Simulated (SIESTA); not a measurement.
## KTaO3 under changes of volume

One of the cells (12.688 Å³/atom); the others are scaled copies at fixed shape and fractional positions:

```
CELL_PARAMETERS angstrom
3.98830 0.00000 0.00000
0.00000 3.98830 0.00000
0.00000 0.00000 3.98830
ATOMIC_POSITIONS crystal
Ta 0.00000 0.00000 0.00000
K 0.50000 0.50000 0.50000
O 0.00000 0.00000 0.50000
O 0.00000 0.50000 0.00000
O 0.50000 0.00000 0.00000
```

| Quantity | Value |
| --- | --- |
| Program | SIESTA 5.4.2 |
| Functional | LDA |
| Potentials or basis | PseudoDojo 0.4 standard (LDA files) |
| Basis | DZP (energy shift 0.003 Ry; two zetas on semicore shells; d shell added on K) |
| Grid cutoff | 800 Ry |
| Energy shift | 0.003 Ry |
| k mesh | 5 × 5 × 5 |
| Occupations | fermi-dirac, width 0.05 eV |
| Spin | no spin polarisation |

```csv
volume (Å³/atom),energy over the lowest point (meV/atom),pressure (GPa),gap on the mesh (eV)
11.927,16.11,10.1,2.06
12.180,4.22,5.0,2.02
12.434,0.00,0.4,1.98
12.688,?,?,?
12.942,11.77,-7.5,1.90
13.196,26.36,-10.8,1.86
13.449,45.89,-13.8,1.83
```

Q: What does the run at 12.688 Å³/atom give?

A: Energy over the lowest point 2.81 meV/atom; pressure -3.8 GPa; gap on the mesh 1.94 eV.

Worked out: A Birch-Murnaghan fit of order 3 (a polynomial in V^(-2/3)) to the other rows has its minimum at 12.46 Å³/atom with B0 = V·E''(V) = 213 GPa and B' = 4.4. It gives 2.77 meV/atom at 12.688 Å³/atom, against the run's 2.81, and -dE/dV = -3.8 GPa, against -3.8. A straight line through the other rows of the gap, of slope -1.94 eV per unit of ln V, gives 1.94 eV, against the run's 1.94.

Energies are extrapolated to zero smearing.

Caveats: short orbitals over semicore shells can move pressures by several GPa; spin-orbit coupling is left out, which moves the levels of the heavy elements; an odd mesh through Γ misses points on the zone boundary, where band edges often lie; the basis of atomic orbitals isn't converged, which shifts pressures, moduli and gaps.
